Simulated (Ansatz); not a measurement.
# MgTe (F-43m) in Ansatz: reference runs

How does MgTe come out in PBE? The cell is run as given and disturbed.

Everything below comes from runs of Ansatz 0.2.0. Logs are shortened: lines on timing, memory, paths and dates and some standing lists are left out, and cuts for length are marked.

### Step 1. The crystal as given

The structure is cubic, space group F-43m (No. 216). The conventional cell has a = 6.464 Å, b = 6.464 Å, c = 6.464 Å, α = 90.00°, β = 90.00°, γ = 90.00°. Te (site symmetry -43m) has 4 Mg at 2.80 Å as nearest neighbours. Mg (site symmetry -43m) is surrounded by 4 Te at 2.80 Å.

The cell comes from a database or a generator and needn't be the stable form of this composition.

### Step 2. Single point, PBE

The input, input.yaml:

```yaml
crystal:
  lattice:
    - [0.0, 3.2319988239, 3.2319988239]
    - [3.2319988239, 0.0, 3.2319988239]
    - [3.2319988239, 3.2319988239, 0.0]
  atoms:
    - { symbol: Te, position: [0.25, 0.25, 0.25] }
    - { symbol: Mg, position: [0.0, 0.0, 0.0] }
hamiltonian:
  xc: pbe
  pseudopotentials: { kind: paw }
kpoints:
  mp_grid: { grid: [7, 7, 7] }
scf:
  occupations: { method: fermi_dirac, width: 0.05 }
output:
  forces: true
  stress: true
  eigenvalues: true
```

Potentials or basis: Ansatz PAW.

Run with:

```
$ ansatz run input.yaml --threads 2 --pin off --max-ram 5120MiB --backend cpu --events-out ev --progress --plain --runs-dir out
```

What it wrote:

```text
Warning: RAYON_NUM_THREADS=2 ignored (pool sized by the plan → 2); use --threads N
Engine: ansatz 0.2.0, aarch64-unknown-linux-gnu
Pseudopotentials: kind: paw
Pseudopotential: Te, paw, valence charge 16, recommended cutoff 420 eV (normal), Te.paw.azcp
Pseudopotential: Mg, paw, valence charge 10, recommended cutoff 420 eV (normal), Mg.paw.azcp
Functional definition: PBE
  parameter kappa = 0.804
  parameter beta = 0.06672455060314922
  exchange = pbe_x(kappa = kappa, mu = beta*pi^2/3)
  correlation = pbe_c(beta = beta)
Crystal: 2 atoms, lattice volume = 67.522 Å³
Basis set: ecut = 420 eV, 1363 PW (Γ), exchange–correlation on 64×64×64 points (8 copies of the dense FFT grid, shifted against one another)
Bands: 17, of which v1, the nominal top of the filled ones, is band 13 counted from 1 (12 counted from 0)
Symmetry: 24 space group operations
Space group: F-43m (ITA 216), of the structure as read, at distance tolerance 4.1e-5 Å
k-points: 20 of 343 (time reversal used)
Non-local potential: Te, projectors of the file, l = 0: 2, l = 1: 2, l = 2: 2, l = 3: 2
Non-local potential: Mg, projectors of the file, l = 0: 3, l = 1: 2, l = 2: 1
PAW form: soft (Blöchl's): semilocal exchange-correlation on the pseudo side does not see the compensation charge
PAW one-centre angular grid: Te, 590 points (default); XC on 64 Gauss nodes
PAW one-centre angular grid: Mg, 110 points (default); XC on 64 Gauss nodes
Initial density: superposition of atomic densities (neutral atoms: chi_scale 0, normalization atom), corrected by the library's trained network
Initial wavefunctions: pseudopotential atomic-orbital guess
Functional: x = pbe(κ = 0.804, μ = 0.2195149727645171), c = pbe(β = 0.06672455060314922)
SCF iter   1: F=—  HF=-8905.521658 eV  |F-HF|=—  |Δ(HF+E_count)|=         —  Δρ=8.66e-4  dr2=9.34e-4  ethr=1.77e-3  ⟨swp⟩=6.0  Hψ=1868  notcnv=0
preconditioner: auto → none  [insulator: Δε(μ)=2.409 eV  Ē_g=9.135 eV  σ=0.050 eV  W_gap=1.00  n_scr=14 (ndim 8)  ℏωp=12.8 eV  f_vac=0.114  D(μ)=0.00/eV (n_scr^D=0)  ε∞_Penn≈3.0]
SCF iter   2: F=—  HF=-8905.520036 eV  |F-HF|=—  |Δ(HF+E_count)|=   1.62e-3  Δρ=3.54e-4  dr2=8.38e-5  ethr=3.59e-6  ⟨swp⟩=2.5  Hψ=752  notcnv=0
SCF iter   3: F=—  HF=-8905.520024 eV  |F-HF|=—  |Δ(HF+E_count)|=   1.24e-5  Δρ=1.01e-4  dr2=4.80e-6  ethr=3.22e-7  ⟨swp⟩=2.0  Hψ=580  notcnv=0
SCF iter   4: F=—  HF=-8905.520027 eV  |F-HF|=—  |Δ(HF+E_count)|=   3.43e-6  Δρ=4.11e-5  dr2=8.31e-7  ethr=1.84e-8  ⟨swp⟩=2.0  Hψ=520  notcnv=0
iter 5 did not close the SCF: its close was put off for the readings that it lacked (scf_convergence_deferred on its scf_iter line)
SCF iter   5: F=-8905.520028 eV  HF=-8905.520028 eV  |F-HF|=3.20e-8  |Δ(HF+E_count)|=   1.25e-6  Δρ=8.51e-6  dr2=4.40e-8  ethr=3.20e-9  ⟨swp⟩=2.0  Hψ=420  notcnv=0
SCF iter   6: F=-8905.520028 eV  HF=-8905.520028 eV  |F-HF|=1.30e-9  |Δ(HF+E_count)|=   5.70e-8  Δρ=9.88e-7  dr2=5.73e-10  ethr=1.69e-10  ⟨swp⟩=3.0  Hψ=1423  notcnv=0
SCF 1 converged in 6 iterations: F = -8905.520028 eV  dr2 = 5.73e-10
SCF converged after 6 iterations
Free energy (F): -8905.520028 eV
Harris-Foulkes:  -8905.520028 eV  (|F-HF|=1.30e-9)
Internal energy: -8905.520028 eV  (E = F + TS)
E sigma→0 (E₀):  -8905.520028 eV
Fermi energy:    5.559512 eV
--- Per-component energies (eV) ---
  E_band       = -668.133131
  E_kinetic    = 256.340238
  E_local      = -3310.767823  (includes V_loc(G=0)·N_el)
  E_nonlocal   = -214.111124
  E_hartree    = 1575.876807
  E_xc         = -153.226614
  E_vxc        = -141.493591  (∫ρ·V_xc dr)
  E_paw        = -4955.787074  (= ΣΔE_a)
  E_vpaw       = -409.854636  (= ΣTr[D̂ρ^β])
  E_aug_tail   = -0.000212  (compensation charges beyond the density's cutoff)
  E_ewald      = -2103.844226
  E_smearing   = -0.000000  (= −TS)
  E_closure    = -0.000000  (closes the sum)
  Σ components = -8905.520028   (vs F -8905.520028, Δ=0.00e0)
--- Forces (eV/Å), atoms counted from 1 ---
  atom   1  Te     0.00000000    -0.00000000     0.00000000
  atom   2  Mg     0.00000000    -0.00000000     0.00000000
  max |Σ_I F_I| component: 1.67e-16 eV/Å
--- Stress (GPa, compression-positive) ---
        0.738014      -0.000000      -0.000000
       -0.000000       0.738014       0.000000
        0.000000       0.000000       0.738014
  P = ⅓ Tr σ = 0.7380 GPa (7.380 kbar)
--- Band table (eV; the first three rows and the last of 20) ---
  k-point 0: bands = ["-70.7774", "-37.5318", "-37.5318", "-37.5318", "-30.7687", "-30.7687", "-30.7687", "-30.7608", "-30.7608", "-5.8818", "4.2999", "4.2999", "4.2999", "6.7203", "9.7726", "9.7726", "9.7726"]
  k-point 1: bands = ["-70.7774", "-37.5318", "-37.5318", "-37.5318", "-30.7687", "-30.7686", "-30.7686", "-30.7608", "-30.7608", "-5.7854", "3.3532", "4.2102", "4.2102", "7.4772", "9.7396", "9.9802", "9.9802"]
  k-point 2: bands = ["-70.7774", "-37.5319", "-37.5318", "-37.5318", "-30.7688", "-30.7684", "-30.7684", "-30.7608", "-30.7608", "-5.5477", "2.0318", "4.0301", "4.0301", "7.7283", "10.0765", "10.0765", "10.7443"]
  k-point 19: bands = ["-70.7774", "-37.5319", "-37.5319", "-37.5318", "-30.7689", "-30.7684", "-30.7680", "-30.7608", "-30.7606", "-5.1059", "1.5976", "2.3595", "3.1131", "8.5118", "9.8580", "10.8101", "11.2102"]
```

Run time: 1.2 s. Hardware: 2 threads of Arm Neoverse V1, shared host; peak memory 0.31 GiB.

Results:

| Property | Result |
| --- | --- |
| Free energy | -8905.5200 eV |
| Pressure | 0.7 GPa |
| Band gap on the k mesh | 2.42 eV, direct |

Levels at points of the mesh, in eV from the valence-band top:
```
           k point  band 10  band 11  band 12  band 13  band 14  band 15  band 16  band 17
(0.00, 0.00, 0.00)   -10.18     0.00     0.00     0.00     2.42     5.47     5.47     5.47
```

Caveat: odd divisions of the mesh miss points on the zone boundary, where band edges often lie, so the gap on the mesh can be too wide; spin-orbit coupling is left out, which moves the levels of the heavy elements. As with any semilocal functional, this PBE gap is likely too small.

### Step 3. Single point, PBE (atoms moved at random, drawn with an rms of 0.05 Å)

Changes to input.yaml since step 2:

```diff
@@ -6,4 +6,4 @@
   atoms:
-    - { symbol: Te, position: [0.25, 0.25, 0.25] }
-    - { symbol: Mg, position: [0.0, 0.0, 0.0] }
+    - { symbol: Te, position: [0.254918, 0.244506, 0.240303] }
+    - { symbol: Mg, position: [0.008078, -0.012608, -0.002085] }
 hamiltonian:
```

Potentials or basis: Ansatz PAW.

Run with:

```
$ ansatz run input.yaml --threads 2 --pin off --max-ram 5120MiB --backend cpu --events-out ev --progress --plain --runs-dir out
```

Run time: 8.3 s. Hardware: 2 threads of Arm Neoverse V1, shared host; peak memory 0.48 GiB.

It converged, with:

| Property | Result |
| --- | --- |
| Free energy | -8905.5171 eV |
| Pressure | 0.8 GPa |
| Largest force | 0.156 eV/Å |
| Band gap on the k mesh | 2.38 eV, direct |

Forces in eV/Å, atoms in the order of the input:
```
Te   0.001  0.146 -0.053
Mg  -0.001 -0.146  0.053
```

Stress tensor (GPa, compression positive):
```
 0.76 -0.16  0.43
-0.16  0.74  0.01
 0.43  0.01  0.76
```

Levels at points of the mesh, in eV from the valence-band top:
```csv
k point,band 10,band 11,band 12,band 13,band 14,band 15,band 16,band 17
"(0.00, 0.00, 0.00)",-10.23,-0.09,-0.05,0.00,2.38,5.42,5.43,5.44
```

Caveat: odd divisions of the mesh miss points on the zone boundary, where band edges often lie, so the gap on the mesh can be too wide; spin-orbit coupling is left out, which moves the levels of the heavy elements.
